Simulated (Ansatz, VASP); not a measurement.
One calculation of TaSi2, two programs

```
Ta Si
1.0
     0.00000    3.03004    3.03004
     3.03004    0.00000    3.03004
     3.03004    3.03004    0.00000
Ta Si
1 2
Direct
  0.00000 0.00000 0.00000
  0.25000 0.25000 0.25000
  0.75000 0.75000 0.75000
```

Change from the starting cell: species swapped into the Rb2Te type (Fm-3m, No. 225).

Alike in both runs: functional PBE; k mesh 14 × 14 × 14; occupations gaussian, width 0.1 eV; no spin polarisation.

Ansatz relaxed the structure, and its values are those at the end. VASP's run is a single point on that final structure, the one shown.

|  | VASP | Ansatz |
| --- | --- | --- |
| version | VASP 6.6.1 | Ansatz 0.2.0 |
| potentials or method | VASP PAW PBE potentials, release 64 (Ta_pv, Si) | scalar-relativistic, plane waves, PAW |
| plane-wave cutoff (eV) | 520 | 420 |
| valence electrons in the cell | 19 | 21 |

VASP gave:

| Item | Value |
| --- | --- |
| gap on the k mesh at the Fermi level (eV) | none |
| pressure (GPa) | 0.1 |

Task: What did Ansatz give for the same quantities?

Result: gap on the k mesh at the Fermi level (eV): none; pressure (GPa): 0.0.

A gap of «none» marks a metal or a gap that the smearing closes. The functional is the same, so the differences come from potentials, cutoffs and numerics. The two sets of potentials don't hold the same shells in valence.

The runs have no spin-orbit coupling, so splittings on Ta are missing.
